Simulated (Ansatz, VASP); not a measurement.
One calculation of Ag, two programs

File POSCAR:

```
Ag
1.0
    2.9796136749      0.0000000000      0.0000000000
   -1.4898068375      2.5804211359      0.0000000000
    0.0000000000      0.0000000000      4.7938746682
Ag
2
Direct
    0.3333333333      0.6666666667      0.2500000000
    0.6666666667      0.3333333333      0.7500000000
```

INCAR.step1

```
PREC = Accurate
ENCUT = 520
ISMEAR = -1
SIGMA = 0.03
LREAL = F
LASPH = T
NELM = 80
NBANDS = 18
GGA = PE
ALGO = Normal
EDIFF = 1E-4
LWAVE = T
LCHARG = F
```

INCAR.step2

```
PREC = Accurate
ENCUT = 520
EDIFF = 1E-8
ISMEAR = -1
SIGMA = 0.03
LREAL = F
LASPH = T
NELM = 80
ALGO = Normal
ISIF = 2
LWAVE = F
LCHARG = F
METAGGA = R2SCAN
LMIXTAU = T
LEFG = T
NBANDS = 18
ISTART = 1
```

File KPOINTS:

```
Automatic mesh
0
Gamma
  13 13 7
```

Input for Ansatz:

```yaml
crystal:
  lattice:
    - [2.9796136749, 0.0, 0.0]
    - [-1.4898068375, 2.5804211359, 0.0]
    - [0.0, 0.0, 4.7938746682]
  atoms:
    - { symbol: Ag, position: [0.3333333333, 0.6666666667, 0.25] }
    - { symbol: Ag, position: [0.6666666667, 0.3333333333, 0.75] }
kpoints:
  mp_grid: { grid: [13, 13, 7] }
scf:
  occupations: { method: fermi_dirac, width: 0.03 }
hamiltonian:
  xc: r2scan
  pseudopotentials: { kind: all_electron, datasets: crystal }
output:
  forces: true
  stress: true
  eigenvalues: true
  efg: { contact_densities: true }
```

Change from the starting cell: volume scaled by 1.06, crystal datasets.

Alike in both runs: task electric field gradients; functional r2SCAN; k mesh 13 × 13 × 7; occupations fermi-dirac, width 0.03 eV; no spin polarisation.

```csv
,VASP,Ansatz
version,VASP 6.6.1,Ansatz 0.2.0
potentials or method,"VASP PAW PBE potentials, release 64 (Ag)","all-electron PAW with datasets made for the crystal, scalar-relativistic"
plane-wave cutoff (eV),520,see its input
```

Ansatz gave:

```
pressure (GPa)                                                 : -5.3
largest component of the traceless stress (GPa)                : 1.76
Vzz of the field gradient on the site that differs most (V/Å²) : -7.2
```

Estimate VASP's values.

pressure (GPa): -5.4; largest component of the traceless stress (GPa): 1.77; Vzz of the field gradient on the site that differs most (V/Å²): -7.9.

Ansatz ran all-electron here, so the differences hold the error of VASP's frozen core and of both bases. Ansatz warned: «gradients_without_spin_orbit».

Caveats: the PAW data sets were made with another functional, which shifts forces and pressure a little (VASP).
